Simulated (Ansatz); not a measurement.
# Minibands of AlN/LiF superlattices, part 2 of 4

How do the layer thicknesses change the gap of AlN/LiF? The crystals are AlN rock salt(001) and LiF rock salt(001), on a common net of side 2.878 Å (+0.0 % and +0.0 % against typed lattice constants near PBE's). Layer spacings come from each crystal relaxed along the normal on that net, and the joins take the mean spacing. The stacks are then relaxed. The first steps treat the bulk crystals alone.

Ansatz 0.2.0; PBE DFT, plane waves, PAW files (the session's first sound run).

So far, gap on path (eV): step 3 (band edges, crystal AlN rock salt(001)) 4.43.

The structure was built from a prototype and need not be the compound's stable phase.

## (5) Band edges, crystal LiF rock salt(001)

The band edges of the next crystal.

Input file input.yaml:

```yaml
crystal:
  lattice:
    - [2.878, 0.0, 0.0]
    - [0.0, 2.878, 0.0]
    - [0.0, 0.0, 4.0667008553]
  atoms:
    - { symbol: F, position: [0.0, 0.0, 0.0] }
    - { symbol: Li, position: [0.5, 0.5, 0.0] }
    - { symbol: F, position: [0.5, 0.5, 0.5] }
    - { symbol: Li, position: [0.0, 0.0, 0.5] }
kpoints:
  mp_grid: { grid: [8, 8, 6] }
  band_path: { path: [VBM, CBM], npoints: 24 }
scf:
  occupations: { method: fixed }
  max_iter: 120
hamiltonian:
  xc: pbe
output:
  eigenvalues: true
checkpoint:
  write: LiF.run
  compress: false
  write_wavefunctions: false
```

Launch:

```
$ ansatz run input.yaml --threads 4 --pin off --max-ram 10240MiB --backend cpu --events-out ev --progress --plain --runs-dir out
```

Numbers of over 12 decimals in the logs are rounded to 6 here.

The log of the run:

```text
[...]
Crystal: 4 atoms, lattice volume = 33.684 Å³
Basis set: ecut = 420 eV, 673 PW (Γ)
Bands: 14, of which v1, the nominal top of the filled ones, is band 10 counted from 1 (9 counted from 0)
Symmetry: 32 space group operations
[...]
k-points: 60 of 384
[...]
SCF iter   1: F=—  HF=-2032.341083 eV  |F-HF|=—  |Δ(HF+E_count)|=         —  Δρ=4.54e-4  dr2=8.30e-6  ethr=1.77e-3  ⟨swp⟩=3.9  Hψ=3774  notcnv=0  defer=87
[...]
SCF iter   6: F=-2032.341109 eV  HF=-2032.341109 eV  |F-HF|=1.96e-10  |Δ(HF+E_count)|=   2.47e-8  Δρ=1.14e-6  dr2=3.24e-10  ethr=6.30e-11  ⟨swp⟩=3.9  Hψ=3527  notcnv=0
SCF 1 converged in 6 iterations: F = -2032.341109 eV  dr2 = 3.24e-10
[...]
SCF converged after 6 iterations
Free energy (F): -2032.341109 eV
[...]
Internal energy: -2032.341109 eV  (E = F + TS)
E sigma→0 (E₀):  -2032.341109 eV
Fermi energy:    0.759343 eV
[...]
--- Band table (eV; the first three rows and the last of 60) ---
  k-point 0: bands = [... 6 lower, -0.1956, 0.7565, 0.7583, 0.7583, 9.5822, 15.3049, 17.1059, 17.8484]
  k-point 1: bands = [... 6 lower, -0.1337, 0.5789, 0.6923, 0.6923, 9.8703, 14.6481, 17.3545, 18.2781]
  k-point 2: bands = [... 6 lower, 0.0366, 0.0839, 0.5133, 0.5133, 10.6867, 13.3188, 18.0992, 19.1079]
  k-point 59: bands = [... 6 lower, -1.2199, -1.2199, -0.0086, -0.0086, 15.5785, 15.5785, 15.5785, 15.5785]
```

Wall time 0.54 s (4 threads of AMD EPYC 9R45, shared host); peak memory 0.35 GiB.

This step gave:

```yaml
free_energy: -2032.3411 eV
fermi_energy: 0.7593 eV
gap_on_the_k_mesh: 8.823 eV
gap_on_path: 8.823 eV, by band count; negative where bands overlap
edge_places_on_path: 0, 0.2502 1/A along the path
```

Electronic bands along the path, in eV, zero at the Fermi level (highest filled level under fixed occupations); # counts the bands kept:

```tsv
point	#3	#4	#5	#6
VBM	-0.90	-0.22	-0.07	0.00
halfway	-0.94	-0.06	-0.02	0.00
CBM	-0.95	0.00	0.00	0.00
```

The electronic bands as a text plot (rows in eV; labels by their first letter):

```
   -0.1 |********************************************************
   -0.2 |***************
   -0.3 |
   -0.4 |
   -0.5 |
   -0.7 |
   -0.8 |
   -0.9 |********************************************************
   -1.0 |      ********************************************
   -1.1 |******
   -1.3 |
   -1.4 |
   -1.5 |
   -1.6 |
   -1.7 |
   -1.9 |
   -2.0 |
   -2.1 |
   -2.2 |
   -2.3 |
   -2.5 |
   -2.6 |
   -2.7 |
   -2.8 |********************************************************
         V                                                      C
```

The searched edges give 8.82 eV, as on the mesh.

## (6) Relaxation, stack AlN 2 / LiF 4, atomic layers of each crystal 2×4

System of this step: AlN (2) / LiF (4). The cell holds 12 atoms: 2 N, 2 Al, 4 F and 4 Li. Cell: a = 2.878 Å, b = 2.878 Å, c = 12.204 Å, α = 90.0°, β = 90.0°, γ = 90.0°. Regions: 0: AlN, 4 atoms (2 N and 2 Al); 1: LiF, 8 atoms (4 F and 4 Li). The structure's axis is c.

The stack is relaxed at a fixed cell, since the spacings at the joins were only estimated. The total length stays as laid.

Input file input.yaml:

```yaml
crystal:
  lattice:
    - [2.878, 0.0, 0.0]
    - [0.0, 2.878, 0.0]
    - [0.0, 0.0, 12.2042724746]
  atoms:
    - { symbol: "N", position: [0.0, 0.0, 0.0] }
    - { symbol: Al, position: [0.5, 0.5, 0.0] }
    - { symbol: "N", position: [0.5, 0.5, 0.1667805587] }
    - { symbol: Al, position: [0.0, 0.0, 0.1667805587] }
    - { symbol: F, position: [0.0, 0.0, 0.3334756984] }
    - { symbol: Li, position: [0.5, 0.5, 0.3334756984] }
    - { symbol: F, position: [0.5, 0.5, 0.500085419] }
    - { symbol: Li, position: [0.0, 0.0, 0.500085419] }
    - { symbol: F, position: [0.0, 0.0, 0.6666951397] }
    - { symbol: Li, position: [0.5, 0.5, 0.6666951397] }
    - { symbol: F, position: [0.5, 0.5, 0.8333048603] }
    - { symbol: Li, position: [0.0, 0.0, 0.8333048603] }
kpoints:
  mp_grid: { grid: [8, 8, 2] }
scf:
  occupations: { method: fixed }
  max_iter: 120
hamiltonian:
  xc: pbe
output:
  eigenvalues: false
  forces: true
relax:
  f_tol: 0.02
  max_steps: 40
```

The log of the run:

```text
settings of this run that can trade accuracy for cost: output.eigenvalues: false. Do not mix this run's numbers with those of runs without the same settings; the input reference describes each key
[...]
Crystal: 12 atoms, lattice volume = 101.087 Å³
Basis set: ecut = 420 eV, 1973 PW (Γ), exchange–correlation on 40×40×180 points (8 copies of the dense FFT grid, shifted against one another)
Bands: 40, of which v1, the nominal top of the filled ones, is band 28 counted from 1 (27 counted from 0)
Symmetry: 16 space group operations
[...]
k-points: 30 of 128
[...]
SCF iter   1: F=—  HF=-5911.698853 eV  |F-HF|=—  |Δ(HF+E_count)|=         —  Δρ=3.23e-3  dr2=2.20e-2  ethr=1.77e-3  ⟨swp⟩=4.7  Hψ=4536  notcnv=0  defer=287
[...]
SCF iter   6: F=-5911.690861 eV  HF=-5911.690862 eV  |F-HF|=6.53e-7  |Δ(HF+E_count)|=   2.35e-7  Δρ=4.83e-5  dr2=1.27e-6  ethr=1.10e-8  ⟨swp⟩=2.2  Hψ=3405  notcnv=0
SCF 1 converged in 6 iterations: F = -5911.690861 eV  dr2 = 1.27e-6
[...]
relax step   1: F+E_penalty+E_count = -5911.69086140 eV  Δ(F+E_penalty+E_count) = +0.000e0 eV  max|allowed force component| = 1.059e0 eV/Å  Δτ_max = 0.0000 Å  (6 SCF iters, dr2 threshold 1.00e-5 eV, accepted)
[...]
SCF iter   5: F=-5911.743178 eV  HF=-5911.743178 eV  |F-HF|=1.16e-7  |Δ(HF+E_count)|=   1.09e-5  Δρ=3.53e-5  dr2=8.41e-7  ethr=6.09e-8  ⟨swp⟩=3.4  Hψ=2714  notcnv=0
SCF 2 converged in 5 iterations: F = -5911.743178 eV  dr2 = 8.41e-7
relax step   2: F+E_penalty+E_count = -5911.74317832 eV  Δ(F+E_penalty+E_count) = -5.232e-2 eV  max|allowed force component| = 4.761e-1 eV/Å  Δτ_max = 0.0220 Å  (5 SCF iters, dr2 threshold 7.00e-5 eV, accepted)
SCF iter   1: F=—  HF=-5911.766905 eV  |F-HF|=—  |Δ(HF+E_count)|=         —  Δρ=3.45e-3  dr2=3.55e-3  ethr=2.95e-4  ⟨swp⟩=3.8  Hψ=2296  notcnv=0  defer=58
[...]
SCF iter   5: F=-5911.767224 eV  HF=-5911.767225 eV  |F-HF|=1.77e-6  |Δ(HF+E_count)|=   1.32e-6  Δρ=6.28e-5  dr2=2.35e-6  ethr=2.53e-8  ⟨swp⟩=4.0  Hψ=3148  notcnv=0
SCF 3 converged in 5 iterations: F = -5911.767224 eV  dr2 = 2.35e-6
relax step   3: F+E_penalty+E_count = -5911.76722366 eV  Δ(F+E_penalty+E_count) = -2.405e-2 eV  max|allowed force component| = 1.282e-1 eV/Å  Δτ_max = 0.0335 Å  (5 SCF iters, dr2 threshold 1.42e-5 eV, accepted)
[...]
relax step   4: F+E_penalty+E_count = -5911.77259183 eV  Δ(F+E_penalty+E_count) = -5.368e-3 eV  max|allowed force component| = 5.248e-2 eV/Å  Δτ_max = 0.0151 Å  (5 SCF iters, dr2 threshold 1.19e-6 eV, accepted)
SCF iter   1: F=—  HF=-5911.773384 eV  |F-HF|=—  |Δ(HF+E_count)|=         —  Δρ=1.32e-3  dr2=7.55e-4  ethr=1.70e-5  ⟨swp⟩=3.2  Hψ=2307  notcnv=0  defer=60
[...]
SCF iter   6: F=-5911.773687 eV  HF=-5911.773687 eV  |F-HF|=1.03e-8  |Δ(HF+E_count)|=   2.79e-9  Δρ=7.17e-6  dr2=3.30e-8  ethr=1.79e-10  ⟨swp⟩=4.0  Hψ=3276  notcnv=0
SCF 5 converged in 6 iterations: F = -5911.773687 eV  dr2 = 3.30e-8
relax step   5: F+E_penalty+E_count = -5911.77368726 eV  Δ(F+E_penalty+E_count) = -1.095e-3 eV  max|allowed force component| = 1.106e-2 eV/Å  Δτ_max = 0.0112 Å  (6 SCF iters, accepted)
SCF converged after 6 iterations
Free energy (F): -5911.773687 eV
[...]
Internal energy: -5911.773687 eV  (E = F + TS)
E sigma→0 (E₀):  -5911.773687 eV
Fermi energy:    6.764177 eV
[...]
--- Forces (eV/Å), atoms counted from 1 ---
  atom   1  N      0.00000000     0.00000000     0.00846381
  atom   2  Al     0.00000000     0.00000000     0.00345888
  atom   3  N      0.00000000     0.00000000    -0.00846381
  atom   4  Al     0.00000000     0.00000000    -0.00345888
  atom   5  F      0.00000000     0.00000000     0.00117268
  atom   6  Li    -0.00000000     0.00000000     0.01106184
  atom   7  F      0.00000000     0.00000000    -0.00674318
  atom   8  Li     0.00000000     0.00000000     0.00480036
  atom   9  F      0.00000000     0.00000000     0.00674318
  atom  10  Li     0.00000000     0.00000000    -0.00480036
  atom  11  F      0.00000000     0.00000000    -0.00117268
  atom  12  Li    -0.00000000     0.00000000    -0.01106184
  max |Σ_I F_I| component: 1.62e-27 eV/Å
--- Relaxed structure (5 steps of the walk, 5 accepted, 0 SCFs on fresh bases) ---
  F+E_penalty+E_count = -5911.77368726 eV   max|allowed force component| = 1.106e-2 eV/Å
  atoms:
    - { symbol: N, position: [0, 0, -0.00152011] }
    - { symbol: Al, position: [0.5, 0.5, 0.0031606] }
    - { symbol: N, position: [0.5, 0.5, 0.168301] }
    - { symbol: Al, position: [0, 0, 0.163620] }
    - { symbol: F, position: [0, 0, 0.338699] }
    - { symbol: Li, position: [0.5, 0.5, 0.335494] }
    - { symbol: F, position: [0.5, 0.5, 0.501668] }
    - { symbol: Li, position: [0, 0, 0.502440] }
    - { symbol: F, position: [0, 0, 0.665113] }
    - { symbol: Li, position: [0.5, 0.5, 0.664340] }
    - { symbol: F, position: [0.5, 0.5, 0.828082] }
    - { symbol: Li, position: [0, 0, 0.831286] }
[...]
```

Run time: 2.1 s. Hardware: 4 threads; peak memory 0.54 GiB; 7.4 s of CPU time.

The steps of the relaxation:

```tsv
step	energy less that of the first step (eV)	largest force component (eV/Å)
1	0.0000	1.0586
2	-0.0523	0.4761
3	-0.0764	0.1282
4	-0.0817	0.0525
5	-0.0828	0.0111
```

Forces are held to the 16 operations that the run works with; a distortion that breaks them can't arise in this run.

The atoms that moved most (Å):

```tsv
atom	dx	dy	dz	length
F5	0.000	0.000	0.064	0.064
F11	0.000	0.000	-0.064	0.064
Al2	0.000	0.000	0.039	0.039
Al4	0.000	0.000	-0.039	0.039
Li8	0.000	0.000	0.029	0.029
Li10	0.000	0.000	-0.029	0.029
Li12	0.000	0.000	-0.025	0.025
Li6	0.000	0.000	0.025	0.025
```

This step gave:

```yaml
free_energy: -5911.7737 eV
fermi_energy: 6.764 eV
```

The largest force component on a free atom ends at 0.011 eV/Å.

## (7) Band edges of the superlattice, atomic layers of each crystal 2×4, k-mesh 8×8×2

The band edges of this cell are searched, off the mesh as well. The next step's energy window follows from its gap.

Input file input.yaml:

```yaml
crystal:
  lattice:
    - [2.878, 0.0, 0.0]
    - [0.0, 2.878, 0.0]
    - [0.0, 0.0, 12.2042724746]
  atoms:
    - { symbol: "N", position: [0.0, 0.0, -0.0015201052] }
    - { symbol: Al, position: [0.5, 0.5, 0.0031606044] }
    - { symbol: "N", position: [0.5, 0.5, 0.1683006639] }
    - { symbol: Al, position: [0.0, 0.0, 0.1636199543] }
    - { symbol: F, position: [0.0, 0.0, 0.3386985934] }
    - { symbol: Li, position: [0.5, 0.5, 0.3354941572] }
    - { symbol: F, position: [0.5, 0.5, 0.5016680094] }
    - { symbol: Li, position: [0.0, 0.0, 0.5024402415] }
    - { symbol: F, position: [0.0, 0.0, 0.6651125493] }
    - { symbol: Li, position: [0.5, 0.5, 0.6643403172] }
    - { symbol: F, position: [0.5, 0.5, 0.8280819653] }
    - { symbol: Li, position: [0.0, 0.0, 0.8312864015] }
kpoints:
  mp_grid: { grid: [8, 8, 2] }
  band_path: { path: [VBM, CBM], npoints: 24 }
scf:
  occupations: { method: fixed }
  max_iter: 120
hamiltonian:
  xc: pbe
output:
  eigenvalues: true
  write_potential: true
  write_density: true
  volumetric_format: npy
  elf: true
```

The log of the run:

```text
[...]
Crystal: 12 atoms, lattice volume = 101.087 Å³
Basis set: ecut = 420 eV, 1973 PW (Γ)
Bands: 40, of which v1, the nominal top of the filled ones, is band 28 counted from 1 (27 counted from 0)
Symmetry: 16 space group operations
[...]
k-points: 30 of 128
[...]
SCF iter   1: F=—  HF=-5911.778557 eV  |F-HF|=—  |Δ(HF+E_count)|=         —  Δρ=2.82e-3  dr2=1.46e-2  ethr=1.77e-3  ⟨swp⟩=4.6  Hψ=4537  notcnv=0  defer=285
[...]
SCF iter   7: F=-5911.773464 eV  HF=-5911.773464 eV  |F-HF|=1.74e-9  |Δ(HF+E_count)|=   2.11e-9  Δρ=6.96e-6  dr2=4.26e-8  ethr=1.79e-10  ⟨swp⟩=11.2  Hψ=6139  notcnv=0
SCF 1 converged in 7 iterations: F = -5911.773464 eV  dr2 = 4.26e-8
[...]
SCF converged after 7 iterations
Free energy (F): -5911.773464 eV
[...]
Internal energy: -5911.773464 eV  (E = F + TS)
E sigma→0 (E₀):  -5911.773464 eV
Fermi energy:    6.764019 eV
[...]
--- Band table (eV; the first three rows and the last of 30) ---
  k-point 0: bands = [... 24 lower, 5.3445, 5.7143, 6.7344, 6.7344, 11.4340, 12.7442, 12.7777, 13.5548, ... 8 higher]
  k-point 1: bands = [... 24 lower, 5.3446, 5.7109, 6.7345, 6.7345, 11.7174, 11.9400, 13.2387, 13.5549, ... 8 higher]
  k-point 2: bands = [... 24 lower, 5.4440, 5.8404, 6.1158, 6.7505, 11.9155, 12.8325, 13.0618, 13.8503, ... 8 higher]
  k-point 29: bands = [... 24 lower, 3.4676, 3.4676, 5.1048, 5.1048, 12.0979, 12.0979, 14.1143, 14.1143, ... 8 higher]
```

Wall time 3.5 s (4 threads); peak memory 0.52 GiB; 13 s of CPU time.

This step gave:

| Quantity | Value |
| --- | --- |
| free energy | -5911.7735 eV |
| gap on the k-mesh | 4.670 eV |
| gap on path | 4.669 eV, by band count; negative where bands overlap |
| edge places on path | 0, 0.5360 1/A along the path |

Electronic bands along the path, in eV, zero at the Fermi level (highest filled level under fixed occupations); v1 is the highest filled band, c1 the lowest empty one:

```tsv
point	v4	v3	v2	v1	c1	c2	c3	c4
VBM	-1.99	-1.11	-0.56	0.00	5.65	6.17	6.70	7.46
halfway	-1.34	-0.79	-0.67	-0.02	5.13	5.80	6.47	7.15
CBM	-1.42	-1.05	-0.03	-0.03	4.67	5.98	6.01	6.79
```

Valence density in the ca plane at fractional y = 0.000, with atoms of N and Al and F and Li within 0.2 Å of it. It is the smooth field of the valence electrons, not physical close to the nuclei.

Ten steps, logarithmic in the rise over the least value, from '0' (0 e/Å³) to '9' (12 e/Å³), each cell a mean:
```
7642100013798522675136986215862356
5432111112465310131024553101310235
3211111101122100000001221000000123
2111111100000000000000000000000011
2211111100011000000000110000000012
4321111111343200010012442100100134
6532100113687421463125775203641246
7642100024799622796237996326972357
```
Columns run along c (12.2 Å), rows up along a (2.9 Å). Atoms in or near the plane, at fractional coordinates: N at (0.00, 0.00), Al at (0.16, 0.00), F at (0.34, 0.00), Li at (0.50, 0.00), F at (0.67, 0.00), Li at (0.83, 0.00).

ELF in the ca plane at fractional y = 0.000, with atoms of N and Al and F and Li within 0.2 Å of it. It is the smooth field of the valence electrons, not physical close to the nuclei.

Values in units of 1e-1, 5 rows by 16 columns, each cell a mean:
```
6.6 5.6 0.3 0.7 5.3 7.5 6.1 2.6 4.8 3.8 7.5 7.2 1.8 5.8 3.1 7.4
5.4 2.0 1.5 1.5 1.5 4.6 2.2 0.2 0.2 1.1 4.6 3.2 0.3 0.2 1.3 5.5
2.2 0.9 1.6 1.5 0.5 0.7 0.4 0.2 0.3 0.2 0.7 0.5 0.2 0.3 0.5 2.2
7.0 3.2 1.1 1.3 2.7 6.8 3.8 0.3 0.5 2.0 6.7 5.1 0.5 0.6 2.0 7.1
5.4 6.4 0.3 0.7 6.1 6.6 6.5 4.0 7.0 4.2 6.9 7.3 2.6 8.4 3.4 6.7
```
Columns run along c (12.2 Å), rows up along a (2.9 Å). Atoms in or near the plane, at fractional coordinates: N at (0.00, 0.00), Al at (0.16, 0.00), F at (0.34, 0.00), Li at (0.50, 0.00), F at (0.67, 0.00), Li at (0.83, 0.00).

Electrostatic potential energy in the ca plane at fractional y = 0.000, with atoms of N and Al and F and Li within 0.2 Å of it. With pseudopotentials it is smooth inside the atoms' cores, unlike the true potential.

Ten even steps from '0' (-38 eV) to '9' (9 eV), each cell a mean:
```
0387677578301697425894016985248960
6898666689867999768999669998789997
9999888899999999999999999999999999
9999999999999999999999999999999999
9999989999999999999999999999999999
8998766799989999889999899999899998
1597666689623898546996237986468983
0277688678200597314893004984137950
```
Columns run along c (12.2 Å; values clipped at the 3rd and 97th percentile), rows up along a (2.9 Å). Atoms in or near the plane, at fractional coordinates: N at (0.00, 0.00), Al at (0.16, 0.00), F at (0.34, 0.00), Li at (0.50, 0.00), F at (0.67, 0.00), Li at (0.83, 0.00).

The searched edges give 4.67 eV, as on the mesh.

## (8) Minibands and complex bands along the stacking, atomic layers of each crystal 2×4, k-mesh 8×8×2

This step: PBE DFT, plane waves, PAW files; complex bands by layer matching along the plane's normal (Ansatz 0.2.0).

The whole cell is now the period, so open channels are minibands and Im kz is the decay through the stack.

input.yaml: that of step 7 with these lines changed.

```diff
@@ -20,3 +20,2 @@
   mp_grid: { grid: [8, 8, 2] }
-  band_path: { path: [VBM, CBM], npoints: 24 }
 scf:
@@ -28,5 +27,6 @@
   eigenvalues: true
-  write_potential: true
-  write_density: true
-  volumetric_format: npy
-  elf: true
+  transmission:
+    leads: [[0, 0]]
+    kpoints: [[0.0, 0.0], [0.0, 0.2266]]
+    e_range: [-1.5, 6.17]
+    de: 0.11
```

The log of the run:

```text
[...]
Crystal: 12 atoms, lattice volume = 101.087 Å³
Basis set: ecut = 420 eV, 1973 PW (Γ)
Bands: 40, of which v1, the nominal top of the filled ones, is band 28 counted from 1 (27 counted from 0)
Symmetry: 16 space group operations
[...]
k-points: 30 of 128
[...]
SCF iter   1: F=—  HF=-5911.778557 eV  |F-HF|=—  |Δ(HF+E_count)|=         —  Δρ=2.82e-3  dr2=1.46e-2  ethr=1.77e-3  ⟨swp⟩=4.6  Hψ=4537  notcnv=0  defer=285
[...]
SCF iter   7: F=-5911.773464 eV  HF=-5911.773464 eV  |F-HF|=1.74e-9  |Δ(HF+E_count)|=   2.11e-9  Δρ=6.96e-6  dr2=4.26e-8  ethr=1.79e-10  ⟨swp⟩=11.2  Hψ=6139  notcnv=0
SCF 1 converged in 7 iterations: F = -5911.773464 eV  dr2 = 4.26e-8
[...]
transmission: 17 of 34 steps passed
transmission: 34 of 34 steps passed
SCF converged after 7 iterations
Free energy (F): -5911.773464 eV
[...]
Internal energy: -5911.773464 eV  (E = F + TS)
E sigma→0 (E₀):  -5911.773464 eV
Fermi energy:    6.764019 eV
[...]
--- Band table (eV; the first three rows and the last of 30) ---
  k-point 0: bands = [... 24 lower, 5.3445, 5.7143, 6.7344, 6.7344, 11.4340, 12.7442, 12.7777, 13.5548, ... 8 higher]
  k-point 1: bands = [... 24 lower, 5.3446, 5.7109, 6.7345, 6.7345, 11.7174, 11.9400, 13.2387, 13.5549, ... 8 higher]
  k-point 2: bands = [... 24 lower, 5.4440, 5.8404, 6.1158, 6.7505, 11.9155, 12.8325, 13.0618, 13.8503, ... 8 higher]
  k-point 29: bands = [... 24 lower, 3.4676, 3.4676, 5.1048, 5.1048, 12.0979, 12.0979, 14.1143, 14.1143, ... 8 higher]
--- Transmission ---
  basis      : 69 plane waves across, 17 finite elements along
  points     : 2, as listed
  energies   : 70 from -1.500000 to 6.090000 eV about the Fermi level, 0.110000 eV apart; the leads are filled to 2.334998 eV, and channels, transmission and decay are at 2.350000 eV
  crystal 0  : N2Al2Li4F4, at the sites [0, 0], period 12.2043 Å: whole cells are its period
    offset         : up to 0.0000 Å between an atom of the period and one for which it stands
    channels       : 0.000000e0 a spin
    conductance    : none, the energies end too early or step too widely for 300 K: set another output.transmission.e_range or a lower de, or, where they end at an eighth of basis.ecutwfc, a higher one
    slowest decay  : 0.5406 /Å at (0.0000, 0.0000)
```

It took 1.8 s on 4 threads; peak memory 0.5 GiB.

This step gave:

| Quantity | Value |
| --- | --- |
| decay constant at the filling level, zone centre | 0.5406 Å⁻¹ |
| decay constant at the filling level, slowest listed point | 0.5406 Å⁻¹ |

Lower lead, k parallel (0, 0); values up to 1.477 1/Å, a degenerate pair printed once or twice; energies at which all values exceed this have no row. The Im kz of the slowest decaying states by energy, zero at the highest filled level on the SCF mesh:

```tsv
energy (eV)	decay 1 (Å⁻¹)	decay 2 (Å⁻¹)	decay 3 (Å⁻¹)	decay 4 (Å⁻¹)
-1.500	0.493	0.733	1.26	-
-0.950	0.396	0.881	1.33	-
-0.510	0.540	0.911	1.37	-
0.040	0.592	0.830	1.25	-
0.480	0.607	1.05	1.21	-
1.030	0.605	1.18	1.19	-
1.470	0.592	1.18	1.34	-
2.020	0.564	1.18	1.31	1.43
2.460	0.532	1.19	1.28	1.39
3.010	0.478	1.26	1.26	1.33
3.450	0.421	1.25	1.28	1.31
4.000	0.323	1.13	1.22	1.25
4.550	0.142	1.05	1.15	1.25
4.990	0.0304	0.996	1.09	1.24
5.540	0.927	1.01	1.24	1.45
5.980	0.00132	0.861	0.924	1.25
```

Lower lead, k parallel (0, 0.2266); values up to 1.477 1/Å, a degenerate pair printed once or twice; energies at which all values exceed this have no row. Table of Im kz of the slowest decaying states by energy, zero at the highest filled level on the SCF mesh:

```tsv
energy (eV)	decay 1 (Å⁻¹)	decay 2 (Å⁻¹)	decay 3 (Å⁻¹)	decay 4 (Å⁻¹)
-1.500	0.454	0.549	1.17	-
-0.950	0.518	0.527	1.04	1.46
-0.510	0.471	1.05	1.42	-
0.040	0.595	0.873	1.38	-
0.480	0.630	1.10	1.35	-
1.030	0.657	1.18	1.32	-
1.470	0.669	1.23	1.29	-
2.020	0.677	1.26	1.28	-
2.460	0.676	1.23	1.32	-
3.010	0.668	1.19	1.42	-
3.450	0.656	1.16	1.41	-
4.000	0.631	1.13	1.39	1.46
4.550	0.593	1.09	1.33	1.40
4.990	0.419	0.673	1.06	1.29
5.540	0.172	0.688	1.02	1.25
5.980	0.679	0.987	1.22	1.33
```

At +2.35 eV, the grid energy nearest the filling level (the middle of the gap on the SCF mesh), the slowest state at the listed wavevectors decays with κ = 0.541 Å⁻¹, its amplitude falling by e over 1.8 Å.

(Continued in part 3 of 4.)

[Logs are printed without paths, hosts, clocks, repeated set-up lines and the standing remarks that a program may print on its own settings, such as how far it seeks lower states.]

[Hosts, paths, dates, database ids (printed as entryN), source tags and the programs' standing remarks are cut or masked in the printed files.]
